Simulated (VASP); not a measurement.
# Cu in VASP: notebook, part 2 of 2

VASP 6.6.1.

## (3) Single point, PBE+D3(BJ) (clean slab, lower half held)

File INCAR:

```
PREC     = Accurate       # precision mode
ENCUT    = 520            # plane-wave cutoff, eV
EDIFF    = 1E-7           # SCF threshold, eV
ISMEAR   = 0              # smearing method
SIGMA    = 0.1            # smearing width, eV
LREAL    = False          # projectors in reciprocal space
LASPH    = True           # aspherical terms in the spheres
NELM     = 60             # most SCF steps
ALGO     = Normal         # electronic algorithm
ISIF     = 2              # what is computed and relaxed
LWAVE    = False          # write WAVECAR
LCHARG   = False          # write CHGCAR
LDIPOL   = True         
IDIPOL   = 3            
DIPOL    = 0.5 0.5 0.500
GGA      = PE             # functional
IVDW     = 12             # dispersion correction
NBANDS   = 24             # bands
```

File KPOINTS:

```
Automatic mesh
0
Gamma
  12 12 1
```

File POSCAR:

```
Cu
1.0
    2.5196842005      0.0000000000      0.0000000000
   -1.2598421003      2.1821105272      0.0000000000
    0.0000000000      0.0000000000     18.1146270695
Cu
3
Direct
    0.6666666667      0.3333333333      0.3864280492
    0.3333333333      0.6666666667      0.5002079643
    0.0000000000      0.0000000000      0.6139896978
```

Potentials or basis: VASP PAW PBE potentials, release 64 (Cu).

Launch:

```
> cat potpaw_PBE.64/Cu/POTCAR > POTCAR
> mpirun -np 1 vasp_std > vasp.out
```

OUTCAR:

```text
PREC = Accurate
   ENCUT = 520
   EDIFF = 1E-7
   ISMEAR = 0
   LREAL = False
   LASPH = True
   NELM = 60
   ISIF = 2
   GGA = PE
   IVDW = 12
 IVDW          = 12

 ion  position               nearest neighbor table
   1  0.667  0.333  0.386-   2 2.52   2 2.52   2 2.52
   2  0.333  0.667  0.500-   1 2.52   1 2.52   1 2.52   3 2.52   3 2.52   3 2.52
   3  0.000  0.000  0.614-   2 2.52   2 2.52   2 2.52

  LATTYP: Found a hexagonal cell.
 ALAT       =     2.5196842005
 C/A-ratio  =     7.1892450117

  Lattice vectors:

 A1 = (   2.5196842005,   0.0000000000,   0.0000000000)
 A2 = (  -1.2598421003,   2.1821105272,   0.0000000000)
 A3 = (   0.0000000000,   0.0000000000,  18.1146270695)

Analysis of symmetry for initial positions (statically):
=====================================================================
 Subroutine PRICEL returns:
 Original cell was already a primitive cell.

 Routine SETGRP: Setting up the symmetry group for a
 hexagonal supercell.

 Subroutine GETGRP returns: Found 12 space group operations
 (whereof  6 operations were pure point group operations)
 out of a pool of 24 trial point group operations.

The static configuration has the point symmetry C_3v.
 The point group associated with its full space group is D_3d.

Analysis of symmetry for dynamics (positions and initial velocities):
=====================================================================
 Subroutine PRICEL returns:
 Original cell was already a primitive cell.

 Routine SETGRP: Setting up the symmetry group for a
 hexagonal supercell.

 Subroutine GETGRP returns: Found 12 space group operations
 (whereof  6 operations were pure point group operations)
 out of a pool of 24 trial point group operations.

The dynamic configuration has the point symmetry C_3v.
 The point group associated with its full space group is D_3d.

 Subroutine INISYM returns: Found 12 space group operations
 (whereof  6 operations are pure point group operations),
 and found     1 'primitive' translations

----------------------------------------------------------------------------------------

                                     Primitive cell

  volume of cell :      99.5984

  direct lattice vectors                    reciprocal lattice vectors
     2.519684200  0.000000000  0.000000000     0.396875132  0.229135964  0.000000000
    -1.259842100  2.182110527  0.000000000     0.000000000  0.458271929  0.000000000
     0.000000000  0.000000000 18.114627069     0.000000000  0.000000000  0.055204007

  length of vectors
     2.519684200  2.519684201 18.114627069     0.458271929  0.458271929  0.055204007

  position of ions in fractional coordinates (direct lattice)
     0.666666667  0.333333333  0.386428049
     0.333333333  0.666666667  0.500207964
     0.000000000  0.000000000  0.613989698

  ion indices of the primitive-cell ions
   primitive index   ion index
                 1           1
                 2           2
                 3           3

----------------------------------------------------------------------------------------

 KPOINTS: Automatic mesh

Automatic generation of k-mesh.
 Grid dimensions read from file:
 generate k-points for:   12   12    1

 Generating k-lattice:

  Cartesian coordinates                     Fractional coordinates (reciprocal lattice)
     0.033072928  0.019094664  0.000000000     0.083333333 -0.000000000  0.000000000
     0.000000000  0.038189327  0.000000000     0.000000000  0.083333333  0.000000000
     0.000000000  0.000000000  0.055204007     0.000000000  0.000000000  1.000000000

  Length of vectors
     0.038189327  0.038189327  0.055204007

  Shift w.r.t. Gamma in fractional coordinates (k-lattice)
     0.000000000  0.000000000  0.000000000

 Subroutine IBZKPT returns following result:
 ===========================================

 Found     19 irreducible k-points:

 Following reciprocal coordinates:
            Coordinates               Weight
  0.000000  0.000000  0.000000      1.000000
  0.083333  0.000000  0.000000      6.000000
  0.166667  0.000000  0.000000      6.000000
  0.250000  0.000000  0.000000      6.000000
  0.333333  0.000000  0.000000      6.000000
  0.416667  0.000000  0.000000      6.000000
[... 11 lines left out ...]
  0.333333  0.250000  0.000000     12.000000
  0.333333  0.333333  0.000000      2.000000
   k-points           NKPTS =     19   k-points in BZ     NKDIM =     19   number of bands    NBANDS=     24
   number of dos      NEDOS =    301   number of ions     NIONS =      3
   total plane-waves  NPLWV =  56000
   dimension x,y,z NGX =    20 NGY =   20 NGZ =  140
   dimension x,y,z NGXF=    40 NGYF=   40 NGZF=  280
   ions per type =               3
   NGX,Y,Z   is equivalent  to a cutoff of  13.20, 13.20, 12.85 a.u.
   NGXF,Y,Z  is equivalent  to a cutoff of  26.39, 26.39, 25.70 a.u.
 SYSTEM =  unknown system
   PREC   = accura    normal or accurate (medium, high low for compatibility)
   ISTART =      0    job   : 0-new  1-cont  2-samecut
   ICHARG =      2    charge: 1-file 2-atom 10-const
   ISPIN  =      1    spin polarized calculation?
   LNONCOLLINEAR =      F non collinear calculations
   LSORBIT =      F    spin-orbit coupling
   LASPH  =      T    aspherical Exc in radial PAW
   ENCUT  =  520.0 eV  38.22 Ry    6.18 a.u.   4.68  4.68 33.68*2*pi/ulx,y,z
   NELM   =     60;   NELMIN=  2; NELMDL= -5     # of ELM steps
   EDIFF  = 0.1E-06   stopping-criterion for ELM
   LREAL  =      F    real-space projection
[... 7 lines left out ...]
   TEBEG  =    0.0;   TEEND  =   0.0 temperature during run
   PSTRESS=    0.0 pullay stress
   NELECT =      33.0000    total number of electrons
   NUPDOWN=      -1.0000    fix difference up-down
   EMIN   =  10.00;   EMAX   =-10.00  energy-range for DOS
   EFERMI =   0.00;   METHOD = LEGACY
   ISMEAR =     0;   SIGMA  =   0.10  broadening in eV -4-tet -1-fermi 0-gaus
   EFERMI_NEDOS =   21; number of points for ismear=-14 and -15
   IALGO  =     38    algorithm
   IMIX   =      4    mixing-type and parameters
     AMIX     =   0.40;   BMIX     =  1.00
     AMIX_MAG =   1.60;   BMIX_MAG =  1.00
  volume/ion in A,a.u.               =      33.20       224.04
  Fermi-wavevector in a.u.,A,eV,Ry     =   1.132823  2.140725 17.460193  1.283288
  Thomas-Fermi vector in A             =   2.269525
   LORBIT       =      0    0 simple, 1 ext, 2 COOP (PROOUT), +10 PAW based schemes
   GGA     = PE    functional components
   LHFCALC =     F    Hartree Fock is set to
   AEXX    =    0.0000 exact exchange contribution
   IVDW    =    12    specifies the selected vdW correction
   LEPSILON=     F    determine dielectric tensor
   LRPA    =     F    only Hartree local field effects (RPA)
 non-spin polarized calculation
 Gauss-broadening in eV      SIGMA  =   0.10
  energy-cutoff  :      520.00
  volume of cell :       99.60
 maximum number of plane-waves:      2707
 NGX is ok and might be reduce to    20
   NGX =  9   NGY =  9   NGZ = 67

 dipolmoment           0.000000      0.000000     -0.000000 electrons x Angstroem

 number of electron      32.9999993 magnetization

 dipolmoment           0.000000      0.000000      0.000066 electrons x Angstroem

 Free energy of the ion-electron system (eV)
  ---------------------------------------------------
  ext. energy  EPLUGINS =         0.00000000
  ---------------------------------------------------
  free energy    TOTEN  =       -10.23179440 eV

  energy without entropy =      -10.21294829  energy(sigma->0) =      -10.22237135

 E-fermi :  -0.3336     XC(G=0):  -5.4454

 val. band max:       -0.3464709445   @ k =   0.4167   0.0000   0.0000
 cond. band min:      -0.3185054231   @ k =   0.4167   0.0833   0.0000
 fundamental gap:      0.0279655214
 Fermi energy:        -0.3336183700

 k-point     1 :       0.0000    0.0000    0.0000
  band No.  band energies     occupation
      1      -9.2187      2.00000
      2      -7.1650      2.00000
      3      -5.6981      2.00000
      4      -3.4606      2.00000
      5      -3.4382      2.00000
      6      -3.4382      2.00000
[... 502 lines left out ...]
     23       8.0963      0.00000
     24       9.3025      0.00000

------------------------ aborting loop because EDIFF is reached ----------------------------------------

 vacuum level on the upper side and lower side of the slab       (xc-potential included)        -0.156        -0.158

 Edisp (eV)   -1.18773

 E8    (eV) :    -0.5345

  FORCE on cell =-STRESS in cart. coord.  units (eV):
  Direction    XX          YY          ZZ          XY          YZ          ZX
  --------------------------------------------------------------------------------------
  -------------------------------------------------------------------------------------
  Total      -0.75097    -0.75097     0.17340     0.00000     0.00000    -0.00000
  in kB     -12.08041   -12.08041     2.78932     0.00000     0.00000    -0.00000
  external pressure =       -7.12 kB  Pullay stress =        0.00 kB

 VOLUME and BASIS-vectors are now :
 -----------------------------------------------------------------------------
  energy-cutoff  :      520.00
  volume of cell :       99.60
      direct lattice vectors                 reciprocal lattice vectors
     2.519684200  0.000000000  0.000000000     0.396875132  0.229135964  0.000000000
    -1.259842100  2.182110527  0.000000000     0.000000000  0.458271929  0.000000000
     0.000000000  0.000000000 18.114627069     0.000000000  0.000000000  0.055204007

 POSITION                                       TOTAL-FORCE (eV/Angst)
 -----------------------------------------------------------------------------------
      1.25984      0.72737      7.00000        -0.000000     -0.000000     -0.049388
     -0.00000      1.45474      9.06108         0.000000      0.000000     -0.000000
      0.00000      0.00000     11.12219         0.000000      0.000000      0.049388
 -----------------------------------------------------------------------------------
    total drift:                               -0.000000     -0.000000      0.013470

  FREE ENERGIE OF THE ION-ELECTRON SYSTEM (eV)
  ---------------------------------------------------
  free  energy   TOTEN  =       -11.4195264363 eV

  energy  without entropy=      -11.4006803253  energy(sigma->0) =      -11.41010338

 vacuum level on the upper side and lower side of the slab         4.322         4.320
```

Run time: 47 s. Hardware: 1 thread of Intel Xeon 6975P-C (Granite Rapids), shared host; peak memory 0.24 GiB.

What came out:

| Property | Result |
| --- | --- |
| Free energy | -11.4195 eV |
| Largest force | 0.049 eV/Å |
| Band gap on the k mesh | none (metal or under the smearing width) |
| Dispersion energy per atom | -0.396 eV |

Forces on the atoms (eV/Å):
```
Cu   0.000  0.000 -0.049
Cu   0.000  0.000  0.000
Cu   0.000  0.000  0.049
```
